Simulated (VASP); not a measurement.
## H13O6F: single point with PBE+D3(BJ)

Crystal: H13O6F.

```
O H F
1.0
     5.77500    0.00000    0.00000
     0.00000    5.77500    0.00000
     0.00000    0.00000    5.77500
O H F
6 13 1
Cartesian
  2.8218 4.2922 0.9663
  3.9423 1.6758 5.9083
  5.3953 5.7970 1.4076
  2.0489 3.0658 3.0831
  5.3628 1.7769 3.6458
  0.4020 4.2961 4.6989
  2.0667 4.8105 0.5910
  2.9036 3.6811 0.2961
  3.1115 1.2969 5.6692
  4.4858 1.0984 6.4927
  4.7544 5.0998 1.5656
  5.6220 6.2197 2.3119
  2.4847 3.2371 2.2580
  1.9530 2.0999 3.0581
  4.7779 1.6775 4.4806
  4.6151 2.2972 3.2293
  -0.1878 3.6343 5.1112
  1.0118 3.9291 4.0104
  0.9115 -0.0248 5.0155
  1.5775 0.6524 4.8177
```

The cell was built by a generator and needn't be a form met in nature.

- Program: VASP 6.6.1
- Task: single point
- Functional: PBE
- Dispersion: D3(BJ)
- Potentials or basis: VASP PAW PBE potentials, release 64 (O, H, F)
- Cutoff: 520 eV
- k mesh: 1 × 1 × 1
- Occupations: fermi-dirac, width 0.02 eV
- Spin: no spin polarisation
- Dipole correction: no
- Further INCAR settings: LREAL = Auto; ALGO = Fast; EDIFF = 1e-06; NBANDS = 44

```yaml
Pressure: 2.8 GPa
Largest_force: 4.286 eV/Å
Band_gap_on_the_k_mesh: 4.64 eV, direct
Dispersion_energy_per_atom: -0.035 eV
```

Forces in eV/Å, atoms in the order of the input:
```
O   -0.811  3.051  1.736
O    0.830  2.176 -0.404
O    1.293  1.097  1.228
O   -0.019 -1.056  1.350
O   -2.491  0.625 -0.103
O   -0.371  0.993  0.791
H    0.280  0.003  0.706
H    0.977 -3.058 -2.839
H   -1.421 -1.057 -0.266
H    0.188 -0.874  0.260
H   -0.619 -0.556  0.235
H   -0.648 -0.546 -0.894
H    0.545  1.272 -1.544
H   -0.545 -0.163  0.652
H    1.027 -0.669  0.229
H    1.110 -0.213 -0.533
H    0.564  0.084 -0.542
H   -0.230 -0.861 -0.061
H   -0.448 -0.845 -0.339
F    0.792  0.598  0.336
```

Stress tensor (GPa, compression positive):
```
 0.95  1.07 -0.65
 1.07  4.18 -0.84
-0.65 -0.84  3.35
```

Levels at points of the mesh, in eV from the valence-band top:
```csv
k point,band 24,band 25,band 26,band 27,band 28,band 29,band 30,band 31,band 32,band 33
"(0.00, 0.00, 0.00)",-0.79,-0.64,-0.52,-0.28,0.00,4.64,8.27,8.54,8.99,9.27
```

Wall time 36 s on 1 thread of AMD EPYC 7R43 64-Core Processor (Zen 3) (shared host), peak memory 0.27 GiB.

PBE gaps usually lie below the measured ones, often by a third to a half.
